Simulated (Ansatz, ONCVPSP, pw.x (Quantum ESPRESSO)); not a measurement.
What a changed setting does to a pw.x run (fcc As)

Potential: optimised norm-conserving Vanderbilt (ONCV), ONCVPSP 4.0.1.1 (patched build), PBE; core [Ar] 3d10, reference 4s2 4p3; waves: 4s: rc 1.50 bohr, ncon 5, nbas 9, qcut 4.3 1/bohr, 2 projectors, debl 2.6 Ha; 4p: rc 1.85 bohr, ncon 4, nbas 8, qcut 3.8 1/bohr, 2 projectors, debl 0.5 Ha; d scattering state at 0.31 Ha: rc 1.85 bohr, ncon 4, nbas 7, qcut 5.6 1/bohr, 1 projector; local part: polynomial inside 1.35 bohr (lpopt 2, dvloc0 -0.5 Ha); core correction: Teter function fitted to the true core (icmod 2), fcfact 0.6.

The reference run (k-mesh 13³, cutoffs 125/500 Ry, Fermi–Dirac 0.01 Ry, mixing_beta 0.4, conv_thr 1e-9, no spin) gives -1.13 GPa at 19.405 Å³/atom, where all-electron LAPW gives -0.16 GPa. This run, with its own iteration cap, changes k-mesh points per axis to 20.

```
&control
  calculation='scf', prefix='x', pseudo_dir='./', outdir='./tmp', tstress=.true., disk_io='none'
/
&system
  ibrav=0, nat=1, ntyp=1, ecutwfc=125, ecutrho=500, nbnd=9,
  occupations='smearing', smearing='fd', degauss=0.01
/
&electrons
  conv_thr=1e-09, mixing_beta=0.4, electron_maxstep=70
/
ATOMIC_SPECIES
As 1.0 As.UPF
CELL_PARAMETERS angstrom
  0.00000000 2.13285444 2.13285444
  2.13285444 0.00000000 2.13285444
  2.13285444 2.13285444 0.00000000
ATOMIC_POSITIONS crystal
As 0.0000 0.0000 0.0000
K_POINTS automatic
20 20 20 0 0 0
```

```bash
pw.x < As.scf.in > As.scf.out
```

**Question.** How does the run end?

**Answer.** It converges in 6 iterations; the free energy moves by -5.1 meV/atom and the pressure by -0.12 GPa.

```
Message from routine setup:
     using ibrav=0 with symmetry is DISCOURAGED, use correct ibrav instead
     lattice parameter (alat)  =       5.7000  a.u.
     unit-cell volume          =     130.9514 (a.u.)^3
     number of electrons       =         5.00
     number of Kohn-Sham states=            9
     kinetic-energy cutoff     =     125.0000  Ry
     charge density cutoff     =     500.0000  Ry
     scf convergence threshold =      1.0E-09
     Exchange-correlation= PBE
     number of k points=   256  Fermi-Dirac smearing, width (Ry)=  0.0100
     iteration #  1     ecut=   125.00 Ry     beta= 0.40
     total energy              =     -17.93770842 Ry
     estimated scf accuracy    <       0.00171386 Ry
     iteration #  2     ecut=   125.00 Ry     beta= 0.40
     total energy              =     -17.93758882 Ry
     estimated scf accuracy    <       0.00046744 Ry
     iteration #  3     ecut=   125.00 Ry     beta= 0.40
     c_bands:  1 eigenvalues not converged
     total energy              =     -17.93763480 Ry
     estimated scf accuracy    <       0.00000359 Ry
     iteration #  4     ecut=   125.00 Ry     beta= 0.40
     total energy              =     -17.93763587 Ry
     estimated scf accuracy    <       0.00000014 Ry
     iteration #  5     ecut=   125.00 Ry     beta= 0.40
     total energy              =     -17.93763590 Ry
     estimated scf accuracy    <          7.2E-09 Ry
     iteration #  6     ecut=   125.00 Ry     beta= 0.40
     the Fermi energy is     8.7722 ev
!    total energy              =     -17.93763590 Ry
     estimated scf accuracy    <          4.3E-10 Ry
     smearing contrib. (-TS)   =      -0.00269212 Ry
     The total energy is F=E-TS. E is the sum of the following terms:
     one-electron contribution =       4.86939389 Ry
     hartree contribution      =       0.27766367 Ry
     xc contribution           =      -8.86276726 Ry
     ewald contribution        =     -14.21923409 Ry
     convergence has been achieved in   6 iterations
          total   stress  (Ry/bohr**3)                   (kbar)     P=      -12.43
     Message from routine punch:
     Nothing written, as per user request (disk_io='none')
```

The run took about 55 s on one core of a shared host (Intel(R) Xeon(R) 6975P-C, 192 threads, 378 GiB, load 69).
